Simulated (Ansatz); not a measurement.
Bi2Se3 (Paraguanajuatite):

```
Bi Se
1.0
     2.07150    1.19598    9.54533
    -2.07150    1.19598    9.54533
     0.00000   -2.39196    9.54533
Bi Se
2 3
Direct
  0.59920 0.59920 0.59920
  0.40080 0.40080 0.40080
  0.78830 0.78830 0.78830
  0.21170 0.21170 0.21170
  0.00000 0.00000 0.00000
```

```yaml
Program: Ansatz 0.2.0
Task: relaxation of cell and atoms
Functional: BLYP
Dispersion: D4
Potentials_or_basis: Ansatz PAW
Cutoff: "420 eV (not typed: the program's choice for these potentials)"
k_mesh: 8 × 8 × 8
Occupations: fermi-dirac, width 0.05 eV
Spin: no spin polarisation
```

At the start: volume 28.38 Å³/atom.

Task: How do energy, volume and symmetry change on relaxing?

Result: It ends after 5 steps and the volume is 28.70 Å³/atom (+1.1 %); space group R-3m (No. 166, to 0.05 Å).

Step by step:
```tsv
step	energy change (eV)	largest force (eV/Å)	volume (Å³)
1	0.0000	0.3195	141.89
2	-0.0007	0.3238	146.43
3	-0.0251	0.0046	144.17
4	-0.0257	0.0054	143.48
5	-0.0260	0.0054	143.48
```

Final structure:
```
Bi Se
1.0
     2.09458    1.20931    9.44102
    -2.09458    1.20931    9.44102
     0.00000   -2.41861    9.44102
Bi Se
2 3
Direct
  0.59837 0.59837 0.59837
  0.40163 0.40163 0.40163
  0.79028 0.79028 0.79028
  0.20972 0.20972 0.20972
  0.00000 0.00000 0.00000
```

Caveat: the plane-wave basis is chosen anew once the cell has moved, so the energies of steps on either side of that aren't comparable; the PAW data sets come from PBE, with cores solved anew for the run's functional, which leaves a small shift of forces and pressure.
